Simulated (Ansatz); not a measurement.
N started on a Si site in diamond Si, 64 atoms, charge +1

All numbers come from Ansatz (PAW, plane waves, no spin–orbit coupling) at the single k point (¼, ¼, ¼) without its symmetry partners. The atoms were relaxed with PBEsol in a fixed cell; other functionals are single points on those atoms unless said otherwise. The valence top and gap of the host come from its small cell on a dense mesh, with the band extrema sought between the mesh points, lined up by the mean potential, PBEsol gap 0.46 eV, HSE06 gap 1.13 eV. The charge correction uses an assumed dielectric constant of 11.7.

Relaxed structure:

```yaml
crystal:
  lattice:
    - [10.86558, 0.00000, 0.00000]
    - [0.00000, 10.86558, 0.00000]
    - [0.00000, 0.00000, 10.86558]
  atoms:
    - { symbol: Si, position: [0.99953, 0.00011, 0.99985] }
    - { symbol: Si, position: [0.99987, 0.00046, 0.49969] }
    - { symbol: Si, position: [0.99984, 0.49992, 0.00019] }
    - { symbol: Si, position: [0.00005, 0.50024, 0.50002] }
    - { symbol: Si, position: [0.49929, 0.00045, 0.00016] }
    - { symbol: Si, position: [0.49965, 0.00063, 0.50003] }
    - { symbol: Si, position: [0.49966, 0.50026, 0.00037] }
    - { symbol: Si, position: [0.12438, 0.12497, 0.12469] }
    - { symbol: Si, position: [0.12821, 0.12874, 0.62543] }
    - { symbol: Si, position: [0.12818, 0.62565, 0.12849] }
    - { symbol: Si, position: [0.12463, 0.62581, 0.62556] }
    - { symbol: Si, position: [0.62506, 0.12872, 0.12851] }
    - { symbol: Si, position: [0.62520, 0.12521, 0.62555] }
    - { symbol: Si, position: [0.62520, 0.62584, 0.12493] }
    - { symbol: Si, position: [0.60732, 0.60788, 0.60769] }
    - { symbol: Si, position: [0.24927, 0.24987, 0.99892] }
    - { symbol: Si, position: [0.25548, 0.25605, 0.49816] }
    - { symbol: Si, position: [0.24975, 0.75031, 0.00039] }
    - { symbol: Si, position: [0.25608, 0.74415, 0.50208] }
    - { symbol: Si, position: [0.74970, 0.25032, 0.00040] }
    - { symbol: Si, position: [0.74354, 0.25667, 0.50208] }
    - { symbol: Si, position: [0.74970, 0.75033, 0.99950] }
    - { symbol: Si, position: [0.74332, 0.74391, 0.49784] }
    - { symbol: Si, position: [0.37428, 0.37483, 0.12447] }
    - { symbol: Si, position: [0.39228, 0.39289, 0.60754] }
    - { symbol: Si, position: [0.37483, 0.87191, 0.12830] }
    - { symbol: Si, position: [0.37483, 0.87598, 0.62529] }
    - { symbol: Si, position: [0.87130, 0.37544, 0.12831] }
    - { symbol: Si, position: [0.87546, 0.37534, 0.62529] }
    - { symbol: Si, position: [0.87508, 0.87562, 0.12498] }
    - { symbol: Si, position: [0.87211, 0.87270, 0.62505] }
    - { symbol: Si, position: [0.24929, 0.99923, 0.24961] }
    - { symbol: Si, position: [0.24976, 0.00056, 0.75004] }
    - { symbol: Si, position: [0.25543, 0.49831, 0.25573] }
    - { symbol: Si, position: [0.25612, 0.50235, 0.74387] }
    - { symbol: Si, position: [0.74973, 0.00060, 0.25006] }
    - { symbol: Si, position: [0.74972, 0.99980, 0.75006] }
    - { symbol: Si, position: [0.74352, 0.50241, 0.25645] }
    - { symbol: Si, position: [0.74334, 0.49803, 0.74365] }
    - { symbol: Si, position: [0.37426, 0.12477, 0.37463] }
    - { symbol: Si, position: [0.37482, 0.12855, 0.87161] }
    - { symbol: Si, position: [0.39214, 0.60784, 0.39252] }
    - { symbol: Si, position: [0.37479, 0.62554, 0.87577] }
    - { symbol: Si, position: [0.87132, 0.12854, 0.37516] }
    - { symbol: Si, position: [0.87505, 0.12525, 0.87540] }
    - { symbol: Si, position: [0.87546, 0.62555, 0.37515] }
    - { symbol: Si, position: [0.87208, 0.62527, 0.87242] }
    - { symbol: Si, position: [0.99865, 0.24990, 0.24964] }
    - { symbol: Si, position: [0.00007, 0.25031, 0.75008] }
    - { symbol: Si, position: [0.00006, 0.75030, 0.25008] }
    - { symbol: Si, position: [0.99921, 0.75031, 0.75007] }
    - { symbol: Si, position: [0.49774, 0.25600, 0.25576] }
    - { symbol: Si, position: [0.50175, 0.25672, 0.74386] }
    - { symbol: Si, position: [0.50177, 0.74415, 0.25644] }
    - { symbol: Si, position: [0.49752, 0.74389, 0.74368] }
    - { symbol: Si, position: [0.12420, 0.37487, 0.37465] }
    - { symbol: Si, position: [0.12796, 0.37546, 0.87164] }
    - { symbol: Si, position: [0.12795, 0.87194, 0.37516] }
    - { symbol: Si, position: [0.12468, 0.87564, 0.87540] }
    - { symbol: Si, position: [0.60725, 0.39277, 0.39251] }
    - { symbol: Si, position: [0.62494, 0.37538, 0.87578] }
    - { symbol: Si, position: [0.62495, 0.87603, 0.37516] }
    - { symbol: Si, position: [0.62466, 0.87272, 0.87244] }
    - { symbol: N, position: [0.49960, 0.50018, 0.49997] }
```

Chemical potentials μ are those of reference phases of the elements at zero temperature by the same functional (the usual solids, diamond for C, grey Sn, and the molecules H2, N2, O2, F2, Cl2, Br2 and S8).

| functional | E(defect) − E(host) − Σ nμ + q·E_VBM (eV) | monopole (eV) | alignment (eV) | formation energy at E_F = VBM (eV) | moment (μB) | wall time, shared host |
| --- | --- | --- | --- | --- | --- | --- |
| PBEsol | 1.11 | 0.16 | 0.04 | 1.31 | 0 (no spin) | 6.9 s on NVIDIA GB300 (relaxation) |
| HSE06 | 1.29 | 0.16 | 0.05 | 1.50 | 0 (no spin) | 19 s on NVIDIA GB300 |

Problem. How does the monopole term follow by hand for this cubic cell?

Solution. q²·α·e²/(4πε₀)/(2εL) with the Madelung constant α = 2.837 and e²/4πε₀ = 14.40 eV·Å: 1 × 2.837 × 14.40 / (2 × 11.7 × 10.866) = 0.16 eV.

HSE06 one-electron levels near the gap (the ten most localised at most), from the host's valence top, not corrected for the charge's images:

```csv
level (eV),spin,filling,atoms sharing it,element of the atom with most weight
0.80,both,0.00,22.6,spread
1.37,both,0.00,59.8,spread
1.37,both,0.00,59.8,spread
```

One k point and a cell of this size can leave errors of several tenths of an eV in such numbers.
